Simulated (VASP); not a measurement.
Here is the system:

```xyz
5
Lattice="4.1784 0.0000 0.0000 0.0000 4.1784 0.0000 0.0000 0.0000 4.1784" Properties=species:S:1:pos:R:3 pbc="T T T"
Ba     0.0000     0.0000     0.0000
Sn     2.0892     2.0892     2.0892
O      2.0892     0.0000     2.0892
O      0.0000     2.0892     2.0892
O      2.0892     2.0892     0.0000
```

All values below come from LDA (Ceperley-Alder, Perdew-Zunger), VASP's LDA PAW potentials (set 64) (plane waves; VASP). Numerical set-up: 520 eV cut-off, 6×6×6 Γ-centred mesh, Gaussian smearing of 0.050 eV, potentials Ba_sv Sn_d O.

Unless said otherwise, spin-orbit coupling is left out, though it shifts the bands of the heavy elements here.

Problem. Predict the energy per atom (σ→0), pressure, band gap (on the k-mesh) with the smallest direct gap where there is one.

Solution. 
```yaml
band gap (on the k-mesh): 0.29 eV
smallest direct gap (on the k-mesh): 0.82 eV
energy per atom (σ→0): -7.071 eV/atom
pressure: -83.1 kbar
```

Total energies compare only between runs with the same potentials, cut-off and functional.

The compound is BaSnO3 in the cubic perovskite structure. This cell is one point of a volume scan, at 1.06 of the reference volume.
